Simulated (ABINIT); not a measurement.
Runs of ABINIT 10.8.3 (patched build) on SnSe2. The structure is trigonal, space group P-3m1 (No. 164). The conventional cell has a = 3.811 Å, b = 3.811 Å, c = 6.136 Å, α = 90.00°, β = 90.00°, γ = 120.00°. Sn (site symmetry -3m) is surrounded by 6 Se at 2.68 Å. Se (site symmetry 3m) has 3 Sn at 2.68 Å as nearest neighbours. 

```csv
task,level,potentials or basis,cell,k mesh,cutoff (eV),smearing,cutoff of the screening (Ha),bands in the sums,wave-function cutoff in the screening (Ha),imaginary frequencies,cutoffs of the response (Ha),mesh quality,gap on the mesh (eV),pressure (GPa),largest force (eV/Å)
single point,PBE,SG15 NC PBE v1.2,as given,6 × 6 × 4,1061,fermi-dirac 0.05 eV,-,-,-,-,-,not flagged,0.80,5.6,0.79
one-shot levels of the hybrid HSE03,LDA,PseudoDojo NC SR LDA v0.4.1 standard,as given,5 × 5 × 3,1061,fixed,-,31,-,-,-,not flagged,0.63,-,-
effective masses,PBEsol,JTH PAW PBE v2.0 sp,as given,6 × 6 × 4,272,fixed,-,-,-,-,-,not flagged,-,-,(b)
relaxation of cell and atoms,PBEsol,PseudoDojo NC SR PBEsol v0.4.1 standard,relaxed,6 × 6 × 4,1170,fermi-dirac 0.05 eV,-,-,-,-,-,not flagged,(a),0.0,-
```

Alike in all rows: no spin polarisation.

Task: Estimate the missing entries.

Result: (a) 0.67; (b) 0.65.

Caveats: spin-orbit coupling is left out, which moves the levels of the heavy elements (some runs); this functional lacks dispersion, which binds the layers, so the pressure and a relaxed spacing across them are unreliable (some runs); Libxc's HSE differs a little from that of other programs (some runs); this build's HSE levels may be imprecise (some runs); an odd mesh through Γ misses points on the zone boundary, where band edges often lie (some runs); the masses are taken at a mesh point that needn't be the band's extremum (some runs); the PAW data sets were made with another functional, which shifts forces and pressure a little (some runs).

A k mesh can miss the band edges, and the runs leave out spin-orbit coupling on Se, Sn.

Not every run made on this cell is shown here.
